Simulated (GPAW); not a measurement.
Crystal: ZrS.

```xyz
2
Lattice="0.0000 2.6250 2.6250 2.6250 0.0000 2.6250 2.6250 2.6250 0.0000" Properties=species:S:1:pos:R:3 pbc="T T T"
Zr    0.0000    0.0000    0.0000
S     2.6250    2.6250    2.6250
```

Program: GPAW 26.7.0. Alike in all runs: cell as given. Hardware: 1 thread of Arm Neoverse V2 (shared host).

Task: Order these runs on this cell by their wall time, lowest first.
A. task band structure; level r2SCAN; potentials or basis GPAW PAW data sets (gpaw-data 1.2.1), pw; spin SOC, no magnetisation; k mesh 7 × 7 × 7; cutoff (eV) 600; smearing fermi-dirac 0.05 eV; maxiter 150; band path GXWKGLUWLK,UX; band points 80; spin axis theta (degrees) 54.7; spin axis phi (degrees) 45; mesh quality not flagged
B. task single point; level PBEsol; potentials or basis PAW data sets generated in the run's folder for this functional, pw; spin off; k mesh 9 × 9 × 9; cutoff (eV) 600; smearing gaussian 0.05 eV; maxiter 150; mesh quality not flagged
C. task single point; level HSE06; potentials or basis GPAW PAW data sets (gpaw-data 1.2.1), pw; spin off; k mesh 4 × 4 × 4; cutoff (eV) 450; smearing fermi-dirac 0.05 eV; maxiter 60; mesh quality coarse
D. task band structure; level LDA; potentials or basis the program's PAW data sets (release 1.2.1) made for this functional, pw; spin off; k mesh 9 × 9 × 9; cutoff (eV) 600; smearing fermi-dirac 0.05 eV; maxiter 150; band path GXWKGLUWLK,UX; band points 60; mesh quality not flagged

Result: B (15 s), D (32 s), A (100 s), C (1600 s).

Caveats: some runs use coarse meshes; spin-orbit coupling was added after a scalar SCF, so levels and gaps hold it while energy, forces, pressure and moments don't (some runs); exact exchange converges slowly with the k mesh, and this mesh is small (some runs).

Not every run made on this cell is shown here.
